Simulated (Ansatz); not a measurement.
A generator proposed this cell of AlN.

```
Al N
1.0
     3.37193    0.00000    0.00000
     0.00000    3.37193    0.00000
     0.00000    0.00000    4.28897
Al N
2 2
Direct
  0.00000 0.50000 0.23850
  0.50000 0.00000 0.76150
  0.00000 0.00000 0.00000
  0.50000 0.50000 0.00000
```

Theory: DFT PBE, scalar-relativistic, plane waves, PAW (Ansatz 0.2.0). Plane waves to 420 eV, a k mesh through Γ of 6×6×4 on the computed 4-atom cell and Gaussian smearing (0.10 eV); no spin polarisation.

Energies over the elements count from the elements' standard structures at the same level (N₂ as a molecule), with no fitted energy shifts.

Q: What does a single point on this coarse mesh give?

A: The pressure is 4.1 GPa (the mean over three directions, positive in compression), the largest force is 1.75 eV/Å, and the energy is +0.28 eV/atom against the elements. The shortest distance is 1.97 Å.

Q: How much does it gain on relaxing, and where does it end?

A: Relaxing gains about 0.94 eV/atom in 31 ionic steps and ends at −0.655 eV/atom on the finer mesh. The symmetry goes from P4/nmm (No. 129) to P4/mmm (No. 123), and the primitive cell from 4 to 2 atoms. The volume per atom grows by 48.1 %, from 12.2 to 18.1 Å³. The shortest distance goes from 1.97 Å (Al–N) to 1.90 Å (Al–N). Conventional cell: a = 2.692 Å, c = 4.981 Å. Al is surrounded by 4 N at 1.90 Å; N has 4 Al at 1.90 Å.

The last run used a 10×10×6 mesh (in the run's order of axes) for its 2-atom cell and Gaussian smearing of 0.02 eV. Weakly bound directions are ill-defined at this level, which has no dispersion term. The relaxation can't lower the symmetry of the start. A structure relaxed within its symmetry needn't be a true minimum. Another cell of AlN relaxed alike, in F-43m, lies 0.69 eV/atom lower, so this cell isn't the stable form at this level.
